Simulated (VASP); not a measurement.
# BAs (F-43m) in VASP: notebook, part 2 of 2

VASP 6.6.1.

## Step 3: G0W0 quasiparticle levels, PBE

File POSCAR:

```
BAs
1.0
    0.0000000000      2.3885000000      2.3885000000
    2.3885000000      0.0000000000      2.3885000000
    2.3885000000      2.3885000000      0.0000000000
As B
1 1
Direct
    0.7500000000      0.7500000000      0.7500000000
    0.0000000000      0.0000000000      0.0000000000
```

File INCAR.step1:

```
SYSTEM = BAs
ALGO     = Normal         ! electronic algorithm
EDIFF    = 1E-8           ! SCF threshold, eV
ENCUT    = 450            ! plane-wave cutoff, eV
GGA      = PE             ! functional
ISMEAR   = 0              ! smearing method
LASPH    = .True.         ! aspherical terms in the spheres
LCHARG   = .False.        ! write CHGCAR
LREAL    = .False.        ! projectors in reciprocal space
LWAVE    = .True.         ! write WAVECAR
NELM     = 60             ! most SCF steps
PREC     = Accurate       ! precision mode
SIGMA    = 0.01           ! smearing width, eV
```

File INCAR.step2:

```
SYSTEM = BAs
ALGO     = Exact          ! electronic algorithm
EDIFF    = 1E-8           ! SCF threshold, eV
ENCUT    = 450            ! plane-wave cutoff, eV
GGA      = PE             ! functional
ISMEAR   = 0              ! smearing method
ISTART   = 1            
LASPH    = .True.         ! aspherical terms in the spheres
LCHARG   = .False.        ! write CHGCAR
LOPTICS  = .True.         ! frequency-dependent dielectric function
LREAL    = .False.        ! projectors in reciprocal space
LWAVE    = .True.         ! write WAVECAR
NBANDS   = 69             ! bands
NELM     = 1              ! most SCF steps
PREC     = Accurate       ! precision mode
SIGMA    = 0.01           ! smearing width, eV
```

File INCAR.step3:

```
SYSTEM = BAs
ALGO     = EVGW0          ! electronic algorithm
EDIFF    = 1E-8           ! SCF threshold, eV
ENCUT    = 450            ! plane-wave cutoff, eV
ENCUTGW  = 75             ! cutoff of the response function
GGA      = PE             ! functional
ISMEAR   = 0              ! smearing method
ISTART   = 1            
LASPH    = .True.         ! aspherical terms in the spheres
LCHARG   = .False.        ! write CHGCAR
LREAL    = .False.        ! projectors in reciprocal space
LWAVE    = .False.        ! write WAVECAR
NBANDS   = 69             ! bands
NBANDSGW = 12           
NELMGW   = 1            
NOMEGA   = 48             ! frequency points
PREC     = Accurate       ! precision mode
PRECFOCK = Fast         
SIGMA    = 0.01           ! smearing width, eV
```

File KPOINTS:

```
k-points
0
Gamma
  3 3 3
  0 0 0
```

Potentials or basis: VASP PAW PBE potentials, release 64 (As_GW, B_GW).

The run is started by

```console
$ cat potpaw_PBE.64/As_GW/POTCAR potpaw_PBE.64/B_GW/POTCAR > POTCAR
$ cp INCAR.step1 INCAR
$ mpirun -np 1 vasp_std > vasp.out
$ cp INCAR.step2 INCAR
$ mpirun -np 1 vasp_std > vasp.out
$ cp INCAR.step3 INCAR
$ mpirun -np 1 vasp_std > vasp.out
```

OUTCAR:

```text
SYSTEM = BAs
   EDIFF = 1E-8
   ENCUT = 450
   ENCUTGW = 75
   GGA = PE
   ISMEAR = 0
   ISTART = 1
   LASPH = .True.
   LREAL = .False.
   NELMGW = 1
   PREC = Accurate
   PRECFOCK = Fast

 Found      4 irreducible k-points:

 Following reciprocal coordinates:
            Coordinates               Weight
  0.000000  0.000000  0.000000      1.000000
  0.333333  0.000000  0.000000      8.000000
  0.333333  0.333333  0.000000      6.000000
 -0.333333  0.333333  0.000000     12.000000
   k-points           NKPTS =      4   k-points in BZ     NKDIM =     27   number of bands    NBANDS=     69
   number of dos      NEDOS =    301   number of ions     NIONS =      2
   total plane-waves  NPLWV =  13824
   dimension x,y,z NGX =    24 NGY =   24 NGZ =   24
   dimension x,y,z NGXF=    48 NGYF=   48 NGZF=   48
   ions per type =               1   1
   NGX,Y,Z   is equivalent  to a cutoff of  11.81, 11.81, 11.81 a.u.
   NGXF,Y,Z  is equivalent  to a cutoff of  23.62, 23.62, 23.62 a.u.
 SYSTEM =  BAs
   PREC   = accura    normal or accurate (medium, high low for compatibility)
   ISTART =      1    job   : 0-new  1-cont  2-samecut
   ICHARG =      0    charge: 1-file 2-atom 10-const
   ISPIN  =      1    spin polarized calculation?
   LNONCOLLINEAR =      F non collinear calculations
   LSORBIT =      F    spin-orbit coupling
   LASPH  =      T    aspherical Exc in radial PAW
   ENCUT  =  450.0 eV  33.07 Ry    5.75 a.u.   5.84  5.84  5.84*2*pi/ulx,y,z
   NELM   =     60;   NELMIN=  2; NELMDL=  0     # of ELM steps
   EDIFF  = 0.1E-07   stopping-criterion for ELM
   LREAL  =      F    real-space projection
   EDIFFG = 0.1E-06   stopping-criterion for IOM
   NSW    =      0    number of steps for IOM
   IBRION =     -1    ionic relax: 0-MD 1-quasi-New 2-CG
   NFREE  =      0    steps in history (QN), initial steepest desc. (CG)
   ISIF   =      0    stress and relaxation
   ISYM   =      3    0-nonsym 1-usesym 2-fastsym
   POTIM  = 0.5000    time-step for ionic-motion
   TEBEG  =    0.0;   TEEND  =   0.0 temperature during run
   PSTRESS=    0.0 pullay stress
   NELECT =       8.0000    total number of electrons
   NUPDOWN=      -1.0000    fix difference up-down
   EMIN   =  10.00;   EMAX   =-10.00  energy-range for DOS
   EFERMI =   0.00;   METHOD = LEGACY
   ISMEAR =     0;   SIGMA  =   0.01  broadening in eV -4-tet -1-fermi 0-gaus
   EFERMI_NEDOS =   21; number of points for ismear=-14 and -15
   IALGO  =     38    algorithm
   IMIX   =      4    mixing-type and parameters
     AMIX     =   0.40;   BMIX     =  1.00
     AMIX_MAG =   1.60;   BMIX_MAG =  1.00
  volume/ion in A,a.u.               =      13.63        91.95
  Fermi-wavevector in a.u.,A,eV,Ry     =   1.088018  2.056057 16.106360  1.183784
  Thomas-Fermi vector in A             =   2.224191
   LORBIT       =      0    0 simple, 1 ext, 2 COOP (PROOUT), +10 PAW based schemes
   GGA     = PE    functional components
   LHFCALC =     T    Hartree Fock is set to
   PRECFOCK=fast      Normal, Fast or Accurate (Low or Medium for compatibility)
   ENCUT4O =  -1.0   cutoff for four orbital integrals eV
   NKREDX  =     1    reduce k-point grid by
   NKREDY  =     1    reduce k-point grid by
   NKREDZ  =     1    reduce k-point grid by
   AEXX    =    1.0000 exact exchange contribution
   HFSCREEN=    0.0000 screening length (either q_TF or 0.3 A-1)
   HFSCREENC=   0.0000 screening length for correlation (either q_TF or 0.3 A-1)
   ENCUTFOCK=  -1.0 apply spherical cutoff to Coloumb kernel
   IVDW    =     0    specifies the selected vdW correction
   LEPSILON=     F    determine dielectric tensor
   LRPA    =     F    only Hartree local field effects (RPA)
   LRPAFORCE           =     F    calculate RPA forces
   ENCUTGW             =  75.0    cutoff for response function in eV
   ENCUTGWSOFT         =  60.0    soft cutoff for Coulomb kernel in GW response function in eV
   ENCUTLF             =  -1.0    cutoff for local field effects
   NELMGW              =     1    number of iterations in solving QP/BSE equation
   NELMHF              =     1    number of iterations in the inner HF iteration
   NKREDLFX            =     1    NKREDLFY  =   1   NKREDLFZ  =   1
 non-spin polarized calculation
 Gauss-broadening in eV      SIGMA  =   0.01
  energy-cutoff  :      450.00
  volume of cell :       27.25
 maximum number of plane-waves:       609
  NGX = 14; NGY = 14; NGZ = 14
   NGX = 11   NGY = 11   NGZ = 11
 maximum number of plane-waves:        51
 NGX is ok and might be reduce to    10

 QP shifts <psi_nk| G(iteration)W_0 |psi_nk>: iteration 1
 for sc-GW calculations column KS-energies equals QP-energies in previous step
 and V_xc(KS)=  KS-energies - (<T + V_ion + V_H > + <T+V_H+V_ion>^1  + <V_x>^1)

 k-point   1 :       0.0000    0.0000    0.0000
  band No.  KS-energies  QP-energies   sigma(KS)   V_xc(KS)     V^pw_x(r,r')   Z            occupation Imag(sigma)

      1      -9.1660      -9.7738     -12.4686     -11.6436     -19.5361       0.7368       2.0000       1.3150
      2       6.2712       6.0404     -12.9030     -12.6127     -14.7586       0.7951       2.0000       0.0933
      3       6.2712       6.0404     -12.9030     -12.6127     -14.7586       0.7951       2.0000       0.0933
      4       6.2712       6.0404     -12.9030     -12.6127     -14.7586       0.7951       2.0000       0.0933
      5       9.5022       9.9500     -10.8073     -11.3720      -6.3473       0.7930       0.0000      -0.0920
      6       9.5022       9.9500     -10.8073     -11.3720      -6.3473       0.7930       0.0000      -0.0920
      7       9.5022       9.9500     -10.8073     -11.3720      -6.3473       0.7930       0.0000      -0.0920
      8      10.9398      11.7276     -11.5776     -12.6009      -6.1731       0.7698       0.0000      -0.1566
      9      15.8266      15.7853      -8.8626      -8.8101      -2.9261       0.7869       0.0000      -0.3259
     10      19.1544      19.3124     -10.2008     -10.4036      -4.3233       0.7791       0.0000      -0.3122
     11      19.1544      19.3124     -10.2008     -10.4036      -4.3233       0.7791       0.0000      -0.3122
     12      20.5662      20.5062      -9.0312      -8.9570      -2.4337       0.8088       0.0000      -0.6972

 k-point   2 :       0.3333    0.0000    0.0000
  band No.  KS-energies  QP-energies   sigma(KS)   V_xc(KS)     V^pw_x(r,r')   Z            occupation Imag(sigma)

      1      -7.4438      -7.9818     -12.5928     -11.8436     -19.0407       0.7181       2.0000       0.9950
      2      -0.4983      -1.0138     -12.2858     -11.6070     -15.9378       0.7595       2.0000       0.2856
      3       4.7430       4.4504     -12.7141     -12.3430     -14.8961       0.7883       2.0000       0.1105
      4       4.7430       4.4504     -12.7141     -12.3430     -14.8961       0.7883       2.0000       0.1105
      5       9.1089       9.5696     -11.0008     -11.5888      -6.3177       0.7836       0.0000      -0.1010
      6      11.0558      11.4652     -10.6342     -11.1534      -5.7665       0.7884       0.0000      -0.1280
      7      11.0558      11.4652     -10.6342     -11.1534      -5.7665       0.7884       0.0000      -0.1280
      8      14.9422      15.3125     -10.2519     -10.7376      -4.0879       0.7626       0.0000      -0.2879
      9      17.7374      17.8797      -9.3655      -9.5446      -3.2345       0.7942       0.0000      -0.4057
     10      18.2375      18.3936      -9.9170     -10.1138      -3.9604       0.7933       0.0000      -0.3789
     11      18.2375      18.3936      -9.9170     -10.1138      -3.9604       0.7933       0.0000      -0.3789
     12      22.4274      22.7917     -10.1371     -10.6212      -3.1758       0.7525       0.0000      -0.6828

 k-point   3 :       0.3333    0.3333    0.0000
  band No.  KS-energies  QP-energies   sigma(KS)   V_xc(KS)     V^pw_x(r,r')   Z            occupation Imag(sigma)

      1      -6.8219      -7.3805     -12.6386     -11.8843     -18.8100       0.7404       2.0000       0.9170
      2       0.3098      -0.1322     -12.8473     -12.2710     -16.3876       0.7669       2.0000       0.2587
      3       2.7881       2.3789     -12.4210     -11.8942     -15.0922       0.7768       2.0000       0.1392
      4       2.7881       2.3789     -12.4210     -11.8942     -15.0922       0.7768       2.0000       0.1392
      5       7.5068       7.6604     -10.1605     -10.3531      -5.8545       0.7975       0.0000      -0.0805
      6       9.3531       9.4727      -9.7570      -9.9074      -4.9282       0.7952       0.0000      -0.1085
      7      15.3960      16.0312     -11.2611     -12.0870      -5.2820       0.7691       0.0000      -0.2949
      8      15.3960      16.0312     -11.2611     -12.0870      -5.2820       0.7691       0.0000      -0.2949
      9      17.7541      18.3141     -10.9404     -11.6706      -4.4117       0.7669       0.0000      -0.4219
     10      21.8032      22.0087     -10.2002     -10.4634      -3.8834       0.7810       0.0000      -0.5538
     11      22.0290      22.4128     -10.0650     -10.5747      -3.3072       0.7531       0.0000      -0.6453
     12      25.5856      25.6255      -9.6167      -9.6682      -2.5477       0.7736       0.0000      -0.9754

 k-point   4 :      -0.3333    0.3333    0.0000
  band No.  KS-energies  QP-energies   sigma(KS)   V_xc(KS)     V^pw_x(r,r')   Z            occupation Imag(sigma)

      1      -5.3389      -5.7576     -12.8101     -12.2478     -18.4720       0.7447       2.0000       0.7246
      2      -1.6114      -2.2066     -12.7572     -11.9690     -17.1029       0.7551       2.0000       0.4077
      3       0.1557      -0.4089     -11.7294     -11.0017     -14.8096       0.7760       2.0000       0.2109
      4       3.1964       2.8103     -12.5071     -12.0124     -15.0695       0.7804       2.0000       0.1306
      5       8.7106       8.8860     -10.0474     -10.2680      -5.4294       0.7949       0.0000      -0.0946
      6      13.5084      14.1068     -10.9094     -11.6901      -5.1125       0.7664       0.0000      -0.2258
      7      14.3617      14.9449     -10.9557     -11.7080      -5.1334       0.7751       0.0000      -0.2698
      8      15.6007      16.0923     -11.0663     -11.7060      -4.9689       0.7685       0.0000      -0.3261
      9      15.7170      15.9454     -10.0896     -10.3779      -4.5681       0.7923       0.0000      -0.2463
     10      18.3558      18.4548      -9.8593      -9.9829      -4.0989       0.8006       0.0000      -0.3560
     11      23.1158      23.5898     -10.6759     -11.3129      -3.3076       0.7441       0.0000      -0.8072
     12      24.7319      24.7673      -9.2547      -9.3001      -2.4061       0.7812       0.0000      -0.7911
```

It took 9.6 s on 1 thread of Intel Xeon Platinum 8488C (Sapphire Rapids), shared host; peak memory 0.17 GiB.

The run converged, but some of its settings lie outside the range that counts as converged, so its numbers aren't taken as properties of the crystal.

Results:

| Property | Result |
| --- | --- |
| Band gap on the k mesh, mean-field level | 1.24 eV, indirect (least direct gap 3.23 eV) |
| Quasiparticle gap | 1.62 eV |
| Least direct quasiparticle gap | 3.91 eV |

Caveat: the k mesh is coarse (spacing up to 0.76 Å⁻¹), so the values aren't converged; bands, screening cutoff and mesh are small and nothing is extrapolated, so the quasiparticle values aren't converged; an odd mesh through Γ misses points on the zone boundary, where band edges often lie.

## Step 4: For comparison

An earlier run on the cell as given: functional PBE; potentials or basis VASP PAW PBE potentials, release 64 (As, B); cutoff 520 eV; k mesh 10 × 10 × 10; occupations fermi-dirac, width 0.05 eV; no spin polarisation.

- Pressure: 3.4 GPa
- Band gap on the k mesh: 1.18 eV, indirect (least direct gap 3.28 eV)
